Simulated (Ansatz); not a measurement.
# Sensitivity of the gradients in SrTiO3 to the input

This input was run with Ansatz:

```yaml
crystal:
  lattice:
    - [3.905, 0.0, 0.0]
    - [0.0, 3.905, 0.0]
    - [0.0, 0.0, 3.905]
  atoms:
    - { symbol: Sr, position: [0.0, 0.0, 0.0] }
    - { symbol: Ti, position: [0.5, 0.5, 0.5] }
    - { symbol: O, position: [0.0, 0.5, 0.5] }
    - { symbol: O, position: [0.5, 0.0, 0.5] }
    - { symbol: O, position: [0.5, 0.5, 0.0] }
kpoints:
  mp_grid: { grid: [8, 8, 8] }
scf:
  occupations: { method: fermi_dirac, width: 0.02 }
  lower_state_search: light
hamiltonian:
  xc: revpbe
  pseudopotentials: { kind: paw_fr }
output:
  forces: true
  stress: true
  populations: true
  efg:
    quadrupole_moments_barn: { Sr: 0.305, Ti: 0.247, O: -0.02558 }
    contact_densities: true
magnetization:
  noncollinear: true
  spin_orbit: true
```

It converged. Of its output the block on the nuclei alone is shown, without the SCF iterations, energies, forces and stress (one atom of each set):

```
--- PAW observables at the nuclei: V_zz in 10²¹ V/m², potentials from the cell's mean, atoms counted from 1 ---
  atom   1  Sr V_zz =    +0.000000   η = 0.0000   by run symmetry: forbidden   C_q = +0.0000 MHz
            electrostatic potential = -5513.892964 V   contact ρ = 401726.759239 e/Å³
  atom   2  Ti V_zz =    +0.000000   η = 0.0000   by run symmetry: forbidden   C_q = +0.0000 MHz
            electrostatic potential = -2529.332255 V   contact ρ = 56836.565032 e/Å³
  atom   3  O  V_zz =    +1.439228   η = 0.0000   by run symmetry: allowed   C_q = -0.8902 MHz
            electrostatic potential = -626.721393 V   contact ρ = 2160.230459 e/Å³
```

Q: Can these gradients be trusted, and how do they compare with a run on standard settings?

A: As results of these settings, within the limits told below. Against the standard input the change is `hamiltonian.xc`: pbe → revpbe; `scf.lower_state_search`: not typed → light; `hamiltonian.pseudopotentials`: {kind: paw} → {kind: paw_fr}; `magnetization`: not typed → {noncollinear: true, spin_orbit: true}. A site carries the number of its first atom; V_zz in 10²¹ V/m².

```tsv
site	atom	V_zz standard	η standard	V_zz here	η here
O	3	1.30	0.00	1.44	0.00
```

The largest change of V_zz is on O, from 1.30 to 1.44. In per cent, |V_zz| changes by +11 on O (all sites that start above 0.5). Sites without a gradient aren't listed. Its pressure is 8 GPa, against 4 GPa in the reference run. SCF iterations: 6 and 9.

On the reference run: This high-symmetry form of SrTiO3 is unstable when cold, to tilts of the octahedra. The symmetry of the cell holds that distortion back, wholly or in part, and it would change the field gradients, the more the larger the distortion.
